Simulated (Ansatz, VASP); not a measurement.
## MgO: VASP beside Ansatz

File INCAR:

```
SYSTEM = MgO
ALGO = Normal
EDIFF = 1E-6
ENCUT = 520
GGA = PE
ISIF = 2
ISMEAR = 0
LASPH = .TRUE.
LCHARG = .FALSE.
LREAL = .FALSE.
LWAVE = .FALSE.
NBANDS = 16
NELM = 100
PREC = Accurate
SIGMA = 0.01
```

Contents of KPOINTS:

```
k-points
0
G
  12 12 6
  0 0 0
```

The input POSCAR:

```
MgO
1.0
    3.2882171868      0.0000000001      0.0000000000
   -1.6441085934      2.8476796169      0.0000000000
    0.0000000000      0.0000000000      5.0343664111
Mg O
2 2
Direct
    0.3333333333      0.6666666667     -0.0098385153
    0.6666666667      0.3333333333      0.4901614847
    0.3333333333      0.6666666667      0.3848385153
    0.6666666667      0.3333333333      0.8848385153
```

Input for Ansatz:

```yaml
crystal:
  lattice:
    - [3.2882171868, 1.0e-10, 0.0]
    - [-1.6441085934, 2.8476796169, 0.0]
    - [0.0, 0.0, 5.0343664111]
  atoms:
    - { symbol: Mg, position: [0.3333333333, 0.6666666667, -0.0098385153] }
    - { symbol: Mg, position: [0.6666666667, 0.3333333333, 0.4901614847] }
    - { symbol: O, position: [0.3333333333, 0.6666666667, 0.3848385153] }
    - { symbol: O, position: [0.6666666667, 0.3333333333, 0.8848385153] }
kpoints:
  mp_grid: { grid: [12, 12, 6] }
  band_path:
    path:
      - [0.0, 0.0, 0.0]
      - [0.5, 0.0, 0.0]
      - [0.3333333333, 0.3333333333, 0.0]
      - [0.0, 0.0, 0.5]
      - [0.5, 0.0, 0.5]
      - [0.3333333333, 0.3333333333, 0.5]
    npoints: 1
hamiltonian:
  xc: pbe
scf:
  occupations: { method: fixed }
  n_extra_bands: 5
output:
  forces: true
  stress: true
  eigenvalues: true
```

Alike in both runs: task single point; functional PBE; k mesh 12 × 12 × 6; no spin polarisation.

|  | VASP | Ansatz |
| --- | --- | --- |
| version | VASP 6.6.1 | Ansatz 0.2.0 |
| potentials or method | VASP PAW PBE potentials, release 64 (Mg, O) | plane waves, PAW |
| plane-wave cutoff (eV) | 520 | 420 |
| occupations | gaussian, width 0.01 eV | fixed |
| valence electrons in the cell | 16 | 32 |

|  | VASP | Ansatz | Ansatz less VASP |
| --- | --- | --- | --- |
| gap on the k mesh at the Fermi level (eV) | 3.54 | 3.56 | +0.017 |
| pressure (GPa) | 3.5 | 3.9 | +0.41 |
| largest component of the traceless stress (GPa) | 0.04 | 0.07 | +0.027 |
| rms of the force components (eV/Å) | 0.009 | 0.009 | +0.0004 |

Atom by atom the forces differ by 0.000 eV/Å (rms over components). The two sets of potentials don't hold the same shells in valence.

A k mesh can miss the band edges. PBE gaps usually lie below the measured ones, often by a third to a half.
